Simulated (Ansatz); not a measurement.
TiO₂ in the fluorite structure at its r2SCAN geometry, in the PAW code Ansatz. One r2SCAN run serves as the base. The settings are then varied one at a time, some on purpose to values that make no sense. Doubtful ones may also carry a cap on iterations. All numbers are computed, and spin polarisation is off unless an edit sets a moment.

Base input:
```yaml
crystal:
  lattice:
    - [0.0, 2.3968272579, 2.3968272579]
    - [2.3968272579, 0.0, 2.3968272579]
    - [2.3968272579, 2.3968272579, 0.0]
  atoms:
    - { symbol: Ti, position: [0.0, 0.0, 0.0] }
    - { symbol: O, position: [0.25, 0.25, 0.25] }
    - { symbol: O, position: [0.75, 0.75, 0.75] }
kpoints:
  mp_grid: { grid: [6, 6, 6] }
hamiltonian:
  xc: r2scan
scf:
  occupations: { method: fixed }
  n_extra_bands: 4
output:
  forces: true
  stress: true
  eigenvalues: true
```

Base results:
```
Basis set: ecut = 500 eV, 725 PW (Γ)
Symmetry: 48 space group operations
Space group: Fm-3m (ITA 225)
k-points: 16 of 216
SCF converged after 8 iterations
Free energy (F): -3645.479480 eV
Fermi energy:    11.959312 eV
--- Stress (GPa, compression-positive) ---
        0.013198       0.000000       0.000000
        0.000000       0.013198       0.000000
        0.000000       0.000000       0.013198
  P = ⅓ Tr σ = 0.0132 GPa (0.132 kbar)
--- Band table (eV; the first three rows and the last of 16) ---
  k-point 0: bands = […, 5.7808, 5.7808, 5.7808, 11.0492, 11.0492, 11.0492, 13.4665, 13.4665, 17.6805, 17.6805]
  k-point 1: bands = […, 6.0379, 6.0379, 6.4902, 10.3460, 10.4327, 10.4327, 13.8842, 13.8842, 16.8913, 17.4488]
  k-point 2: bands = […, 6.6064, 6.6064, 7.8388, 9.1575, 9.6302, 9.6302, 13.9932, 13.9932, 15.5665, 17.2475]
  k-point 15: bands = […, 5.1604, 6.4421, 7.8498, 9.1693, 9.9115, 11.7683, 14.1904, 14.4367, 15.3054, 15.8905]
```
The gap over this mesh is 1.507 eV.

Command: `ansatz run input.yaml --threads 4 --pin off --max-ram 3686MiB --backend cpu --events-out ev --progress --plain --runs-dir out`. Wall time 0.67 s on 4 threads of Arm Neoverse V2, on a shared host; peak host memory 0.35 GiB.

One of the further runs printed
```
SCF converged after 8 iterations
Free energy (F): -3644.878838 eV
Fermi energy:    12.148844 eV
--- Stress (GPa, compression-positive) ---
        4.035402       0.000000       0.000000
        0.000000       4.035402       0.000000
        0.000000       0.000000       4.035402
  P = ⅓ Tr σ = 4.0354 GPa (40.354 kbar)
```

Problem. Which setting had been changed?
A. kpoints.mp_grid.grid: [2, 2, 2]
B. scf.n_extra_bands: 1
C. scf.occupations: methfessel_paxton 0.2
D. hamiltonian.xc: mr2scan

Solution. A. The free energy moves by +200 meV an atom, the mean stress by +4.02 GPa and the gap on the mesh by -0.455 eV (to 1.052). The mesh is too coarse.

Problem. What happens with this change?
```yaml
kpoints:
  mp_grid: { grid: [6, 6, 6], shift: [0, 0, 0.5] }
```

Solution. The free energy moves by -0.1 meV an atom, the mean stress by 0.00 GPa and the gap on the mesh by +0.373 eV (to 1.880). The mesh breaks the crystal's symmetry, so the stress, and any force that symmetry no longer fixes, lose it too. The gap changes mostly because other points are sampled; a mesh that misses a band edge overestimates it.
Lines that differ from the base's log, and the results:
```
Warning: crystal.symmetry: narrowed to the stabiliser of the k-point mesh — unitary ops 48 → 12 […]
Symmetry: 12 space group operations
k-points: 28 of 216
SCF converged after 8 iterations
Free energy (F): -3645.479737 eV
Fermi energy:    11.733801 eV
--- Stress (GPa, compression-positive) ---
        0.012530       0.002102      -0.002102
        0.002102       0.012530      -0.002102
       -0.002102      -0.002102       0.012530
  P = ⅓ Tr σ = 0.0125 GPa (0.125 kbar)
```

Problem. The input is altered as follows. How does the run end?
```yaml
kpoints:
  mp_grid: { grid: [8, 8, 1] }
```

Solution. The free energy moves by -37 meV an atom, the mean stress by -3.04 GPa (single components by up to 18.7) and the gap on the mesh by -0.105 eV (to 1.402). The mesh breaks the crystal's symmetry, so the stress, and any force that symmetry no longer fixes, lose it too. The mesh is too coarse.
```
Warning: crystal.symmetry: narrowed to the stabiliser of the k-point mesh — unitary ops 48 → 8 […]
Symmetry: 8 space group operations
k-points: 21 of 64
SCF converged after 9 iterations
Free energy (F): -3645.591933 eV
Fermi energy:    12.002219 eV
--- Forces (eV/Å), atoms counted from 1 ---
  atom   1  Ti      0.00000      0.00000      0.00000
  atom   2  O       0.00000      0.00000    -0.32700
  atom   3  O       0.00000      0.00000      0.32700
--- Stress (GPa, compression-positive) ---
       -1.529816      18.712329       0.000000
       18.712329      -1.529816       0.000000
        0.000000       0.000000      -6.015487
  P = ⅓ Tr σ = -3.0250 GPa (-30.250 kbar)
--- Band table (eV; the first three rows and the last of 21) ---
  k-point 0: bands = […, 5.7811, 5.8155, 5.8310, 11.0883, 11.0916, 11.1178, 13.4040, 13.4948, 17.6537, 17.6561]
  k-point 1: bands = […, 5.9424, 5.9793, 6.2271, 10.6747, 10.6892, 10.7098, 13.6976, 13.7784, 17.1910, 17.5137]
  k-point 2: bands = […, 6.3327, 6.3606, 7.2144, 9.7749, 10.0153, 10.0267, 13.9903, 14.0515, 16.1378, 17.2931]
  k-point 20: bands = […, 4.6479, 7.2339, 7.2480, 9.8400, 9.8692, 12.0022, 14.0941, 14.2010, 15.1128, 16.4335]
```

Problem. Predict the outcome of this edit.
```yaml
scf:
  occupations: { method: gaussian, width: 0.2 }
```

Solution. Energy, stress and gap stay within 1 meV an atom, 0.1 GPa and 0.005 eV of the base.

Problem. Predict the outcome of this edit.
```yaml
scf:
  mixing: { preconditioner: kerker }
```

Solution. It converges in 7 iterations against the base's 8. This key steers the way to the solution, not the solution: the results stay as they were.

Problem. Predict the outcome of this edit.
```yaml
scf:
  occupations: { method: cold, width: 0.001 }
```

Solution. Energy, stress and gap stay within 1 meV an atom, 0.1 GPa and 0.005 eV of the base. The width is small against the gap, so it doesn't matter.
